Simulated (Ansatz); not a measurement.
**Structure types of Zn compared at 490 GPa**

Structure types of Zn are relaxed in primitive cells with their symmetry kept at 490 GPa, first on PAW files, then by LAPW. The enthalpy is E + pV at zero temperature, without zero-point motion. Only the types listed were tried, and differences under about 5 meV/atom are mesh noise.

Computed with Ansatz 0.2.0; functional PBE, scalar-relativistic. Settings: Fermi–Dirac smearing of 0.05 eV, no spin polarisation. Methods: LAPW: all electrons, basis error target 0.5 meV/atom; PAW: frozen-core files, cutoff 420 eV.

k meshes: fcc 22×22×22, bcc 23×23×23, hcp 21×21×11, diamond 16×16×16, simple hexagonal 22×22×20, omega 11×11×15.

**Question.** Which type is lowest in enthalpy, and by how much?

**Answer.** hcp, 75 meV/atom below fcc. The whole table:

| start type | ends as | a, b, c (Å) | V (Å³/atom) | H − H(lowest), LAPW (meV/atom) | same, PAW |
| --- | --- | --- | --- | --- | --- |
| fcc | fcc, Fm-3m | 2.969, 2.969, 2.969 | 6.54 | 75.2 | 75.3 |
| bcc | bcc, Im-3m | 2.358, 2.358, 2.358 | 6.55 | 233.7 | 233.4 |
| hcp | hcp, P6_3/mmc | 2.110, 2.110, 3.392 | 6.54 | 0.0 | 0.0 |
| diamond | diamond, Fd-3m | 3.993, 3.993, 3.993 | 7.96 | 7776.0 | 7721.5 |
| simple hexagonal | simple hexagonal, P6/mmm | 2.005, 2.005, 1.956 | 6.81 | 1614.7 | 1610.5 |
| omega | omega, P6/mmm | 3.356, 3.356, 2.029 | 6.60 | 447.7 | 447.8 |

**Question.** Split the lead of hcp over fcc into energy and pV.

**Answer.** For fcc less hcp: ΔE = +74.3 meV/atom, and p·ΔV = 490 GPa × +0.0003 Å³ × 6.242 meV/(GPa·Å³) = +0.8 meV/atom, together 75.1 meV/atom. hcp wins on both counts.
